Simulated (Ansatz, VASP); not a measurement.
Ge: VASP beside Ansatz

```xyz
1
Lattice="1.3878 -2.5831 0.0000 1.3878 2.5831 0.0000 0.0000 0.0000 2.6801" Properties=species:S:1:pos:R:3 pbc="T T T"
Ge    1.3878    0.0000    0.0000
```

This isn't the form of Ge at room conditions, which is diamond.

Alike in both runs: task single point; functional r2SCAN; k mesh 11 × 11 × 10; occupations fermi-dirac, width 0.05 eV; no spin polarisation.

|  | VASP | Ansatz |
| --- | --- | --- |
| version | VASP 6.6.1 | Ansatz 0.2.0 |
| potentials or method | VASP PAW PBE potentials, release 64 (Ge_d) | Ansatz PAW |
| plane-wave cutoff (eV) | 520 | 500 |
| valence electrons in the cell | 14 | 14 |

|  | VASP | Ansatz | Ansatz less VASP |
| --- | --- | --- | --- |
| gap on the k mesh at the Fermi level (eV) | none | none | - |
| pressure (GPa) | -2.0 | -1.7 | +0.23 |
| largest component of the traceless stress (GPa) | 1.64 | 1.61 | -0.036 |

A gap of «none» marks a metal or a gap that the smearing closes.

Caveats: the PAW data sets were made with another functional, which shifts forces and pressure a little (VASP); the PAW data sets come from PBE, with cores solved anew for the run's functional, which leaves a small shift of forces and pressure (Ansatz).
